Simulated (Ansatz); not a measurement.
**ZrSi3 (AuCu3 type): other levels of theory at one geometry**

Aim: keep the cell of ZrSi3 (AuCu3 type) fixed and change the level of theory, to see how the gap and the pressure move. The start comes from a prototype table, not from a measured structure.

Method: DFT at several levels, plane waves, PAW, in Ansatz 0.2.0.

1 further run of the same task is left out (it didn't finish).

## (1) The system as given

Symmetry: Pm-3m, No. 221, cubic system. The conventional cell has a = 3.990 Å, b = 3.990 Å, c = 3.990 Å, α = 90.00°, β = 90.00°, γ = 90.00°. Around Zr (site symmetry m-3m) lie 12 Si at 2.82 Å. Around Si (site symmetry 4/mmm) lie 4 Zr at 2.82 Å and 8 Si at 2.82 Å.

As a file:

```
Zr Si
1.0
     3.98994    0.00000    0.00000
     0.00000    3.98994    0.00000
     0.00000    0.00000    3.98994
Zr Si
1 3
Direct
  0.00000 0.00000 0.00000
  0.00000 0.50000 0.50000
  0.50000 0.50000 0.00000
  0.50000 0.00000 0.50000
```

An earlier run at PBE left this cell at 15.880 Å³/atom and 0.00 GPa (8×8×8 mesh), a metal on this mesh.

Levels to run: PBE+SOC; r²SCAN; PBEsol; LDA. Hardware: 2 threads of Arm Neoverse V2, shared host.

## (2) PBE+SOC

Input file input.yaml:

```yaml
crystal:
  lattice:
    - [3.9899433751, 0.0, 0.0]
    - [0.0, 3.9899433751, 0.0]
    - [0.0, 0.0, 3.9899433751]
  atoms:
    - { symbol: Zr, position: [0.0, 0.0, 0.0] }
    - { symbol: Si, position: [0.0, 0.5, 0.5] }
    - { symbol: Si, position: [0.5, 0.5, 0.0] }
    - { symbol: Si, position: [0.5, 0.0, 0.5] }
basis:
  ecutwfc: 420
  ecutrho_ratio: 4
kpoints:
  mp_grid: { grid: [8, 8, 8] }
hamiltonian:
  xc: pbe
scf:
  occupations: { method: gaussian, width: 0.05 }
output:
  forces: true
  stress: true
  eigenvalues: true
  populations: true
  dos: { projected: true, de: 0.02 }
  write_density: true
  write_potential: true
  elf: true
  volumetric_format: npy
magnetization:
  noncollinear: true
  spin_orbit: true
```

Run with:

```sh
$ ansatz run input.yaml --threads 2 --pin off --max-ram 2662MiB --backend cpu --events-out ev --progress --plain --runs-dir out
```

The runs that follow: r²SCAN; PBEsol; LDA.

Before running it: what results should come out? Wanted: for each run, pressure.

As calculated:

| level | mesh | gap on the mesh (eV) | pressure (GPa) | time |
| --- | --- | --- | --- | --- |
| PBE | 8×8×8 | metal | 0.0 | 10 s* |
| LDA | 8×8×8 | metal | -5.4 | 1.3 s |
| PBEsol | 8×8×8 | metal | -3.5 | 1.3 s |
| PBE+SOC | 8×8×8 | metal | 0.0 | 9.3 s* |
| r²SCAN | 8×8×8 | metal | -1.6 | 3.6 s |

Times are on 2 threads of Arm Neoverse V2, shared host. * Includes bands or densities of states.

The pressure runs from -5.4 GPa (LDA) to 0.0 GPa (PBE+SOC); a negative pressure means that level wants a smaller cell, a positive one a larger cell. Every level gives a metal. Total energies of different levels have different zeros and can't be compared.
